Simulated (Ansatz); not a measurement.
# Point defect: H interstitial in Al$_{2}$Cu

Method: DFT PBE, scalar-relativistic, plane waves, PAW (Ansatz 0.2.0). Settings: 420 eV cutoff, 5×5×5 k-mesh, Gaussian smearing of 0.10 eV, no spin polarisation.

Host crystal, relaxed:

```xyz
3
Lattice="-2.0446 2.0446 2.8912 2.0446 -2.0446 2.8912 2.0446 2.0446 -2.8912" Properties=species:S:1:pos:R:3 pbc="T T T"
Al    0.0000    2.0446    1.4456
Al    2.0446    0.0000    1.4456
Cu    0.0000    0.0000    2.8912
```

Supercell of 24 atoms, rows in host cell vectors: 0 0 -2; 0 -2 0; -2 0 0. Atoms relax at the host's cell, keeping the symmetry that the supercell leaves at the site. The cell is small, so energies carry finite-size errors of tenths of an eV. The host is a metal. Atoms are taken from and returned to the elements' standard states.

Defect: H interstitial set at (0.000, 0.000, 0.000) of the host cell. Before relaxation its nearest neighbours are 8 Al at 2.50 Å.

```tsv
charge	E_f at the valence band top (eV)	moment (μB)	largest move (Å)	atoms near the site
0	1.65	0.00	0.03	8 Al at 2.48 Å
```

Cost: 2 runs of about 8.4 core-minutes in all, on AMD EPYC 7R43 (Zen 3) (shared hosts).